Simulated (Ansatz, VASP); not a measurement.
# ZrSe2 in VASP and in Ansatz

```
Zr Se
1.0
     3.77251    0.00000    0.00000
    -1.88625    3.26709    0.00000
     0.00000    0.00000    6.15044
Zr Se
1 2
Direct
  0.00000 0.00000 0.00000
  0.66667 0.33333 0.75000
  0.33333 0.66667 0.25000
```

Change from the starting cell: volume scaled by 0.98.

Alike in both runs: task single point; functional PBEsol; k mesh 8 × 8 × 5; occupations fermi-dirac, width 0.05 eV; no spin polarisation.

|  | VASP | Ansatz |
| --- | --- | --- |
| version | VASP 6.6.1 | Ansatz 0.2.0 |
| potentials or method | VASP PAW PBE potentials, release 64 (Zr_sv, Se) | Ansatz PAW |
| plane-wave cutoff (eV) | 520 | 420 |
| valence electrons in the cell | 24 | 44 |

|  | VASP | Ansatz | Ansatz less VASP |
| --- | --- | --- | --- |
| gap on the k mesh at the Fermi level (eV) | 0.33 | 0.34 | +0.004 |
| least direct gap on the mesh (eV) | 1.01 | 1.01 | +0.005 |
| pressure (GPa) | 0.6 | 0.4 | -0.16 |
| largest component of the traceless stress (GPa) | 1.30 | 1.30 | +0.001 |
| rms of the force components (eV/Å) | 0.158 | 0.144 | -0.0133 |

Atom by atom the forces differ by 0.013 eV/Å (rms over components). The two sets of potentials don't hold the same shells in valence.

Caveats: this functional lacks dispersion, which binds the layers, so the pressure and a relaxed spacing across them are unreliable; the PAW data sets were made with another functional, which shifts forces and pressure a little (VASP); an odd mesh through Γ misses points on the zone boundary, where band edges often lie (VASP); odd divisions of the mesh miss points on the zone boundary, where band edges often lie, so the gap on the mesh can be too wide (Ansatz); the PAW data sets come from PBE, with cores solved anew for the run's functional, which leaves a small shift of forces and pressure (Ansatz).
